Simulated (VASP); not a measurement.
Write the native input for VASP 6.6.1 that does the following.

| Quantity | Value |
| --- | --- |
| Task | electrostatic potential |
| Functional | r2SCAN |
| Potentials or basis | VASP PAW PBE potentials, release 64 (Y_sv) |
| Cutoff | 520 eV |
| k mesh | 14 × 14 × 8 |
| Occupations | methfessel-paxton, width 0.1 eV |
| Spin | no spin polarisation |
| Further INCAR settings | ALGO = Normal; EDIFF = 1e-06 |

The structure of Y lies in POSCAR:

```
Y                                       
1.0
    3.6834072459      0.0000000000     -0.0000000000
   -1.8417036230      3.1899242436      0.0000000000
    0.0000000000      0.0000000000      5.6947613312
  Y             
     2
Direct
     0.3333333300000021    0.6666666699999979    0.2500000000000000
     0.6666666699999979    0.3333333300000021    0.7500000000000000
```

The cell was built by a generator and needn't be a form met in nature.

One way to write it, as run:

INCAR

```
ALGO = Normal ; EDIFF = 1E-6
ENCUT = 520 ; ISIF = 2
ISMEAR = 1 ; LASPH = True
LCHARG = True ; LMIXTAU = True
LREAL = False ; LVHAR = True
LWAVE = False ; METAGGA = R2SCAN
NELM = 60 ; PREC = Accurate
SIGMA = 0.1
```

KPOINTS

```
k-points
0
Gamma
  14 14 8
```

Potentials or basis: VASP PAW PBE potentials, release 64 (Y_sv).

Launch:

```bash
$ cat potpaw_PBE.64/Y_sv/POTCAR > POTCAR
$ mpirun -np 1 vasp_std > vasp.out
```

Results of the run:

```json
{
  "Pressure": "0.0 GPa",
  "Band gap on the k mesh": "none (metal or under the smearing width)"
}
```

Caveat: the PAW data sets were made with another functional, which shifts forces and pressure a little.

Run time: 5.6 min on 1 thread of Intel(R) Xeon(R) 6975P-C (Granite Rapids), with other jobs on the host, peak memory 0.28 GiB.
